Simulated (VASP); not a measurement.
Write the native input for VASP 6.6.1 that does the following.

- Task: relaxation of shape and atoms at fixed volume
- Functional: PBEsol
- Potentials or basis: VASP PAW PBE potentials, release 64 (Re)
- Cutoff: 600 eV
- k mesh: 15 × 15 × 8
- Occupations: methfessel-paxton, width 0.1 eV
- Spin: no spin polarisation
- Further INCAR settings: ALGO = Normal; EDIFF = 1e-07; IBRION = 2; EDIFFG = -0.01; NSW = 40; ISIF = 4

The structure of Re lies in POSCAR:

```
Re                                      
1.0
    2.7843288855      0.0000000000      0.0000000000
   -1.3921644428      2.4112995474     -0.0000000000
   -0.0000000000      0.0000000000      4.5106109885
  Re            
     2
Direct
     0.3333333332999970    0.6666666667000030    0.2500000000000000
     0.6666666667000030    0.3333333332999970    0.7500000000000000
```

The cell isn't the ideal one: a relaxed cell with its volume scaled by 1.04.

One way to write it, as run:

INCAR

```
PREC     = Accurate       # precision mode
ENCUT    = 600            # plane-wave cutoff, eV
EDIFF    = 1E-7           # SCF threshold, eV
ISMEAR   = 1              # smearing method
SIGMA    = 0.1            # smearing width, eV
LREAL    = False          # projectors in reciprocal space
LASPH    = True           # aspherical terms in the spheres
NELM     = 80             # most SCF steps
ALGO     = Normal         # electronic algorithm
ISIF     = 4              # what is computed and relaxed
LWAVE    = False          # write WAVECAR
LCHARG   = False          # write CHGCAR
GGA      = PS             # functional
IBRION   = 2              # ionic algorithm
NSW      = 40             # ionic steps
EDIFFG   = -0.01          # ionic threshold
```

KPOINTS

```
Automatic mesh
0
Gamma
  15 15 8
```

Potentials or basis: VASP PAW PBE potentials, release 64 (Re).

Launch:

```bash
$ cat potpaw_PBE.64/Re/POTCAR > POTCAR
$ mpirun -np 1 vasp_std > vasp.out
```

It gave:

The pressure after relaxing is -14.4 GPa. The band gap on the k mesh is none (metal or under the smearing width).

Caveat: the relaxation stopped at its first step, so nothing moved; the PAW data sets were made with another functional, which shifts forces and pressure a little.

Wall time 21 s on 1 thread of Intel(R) Xeon(R) 6975P-C (Granite Rapids) (shared host), peak memory 0.19 GiB.
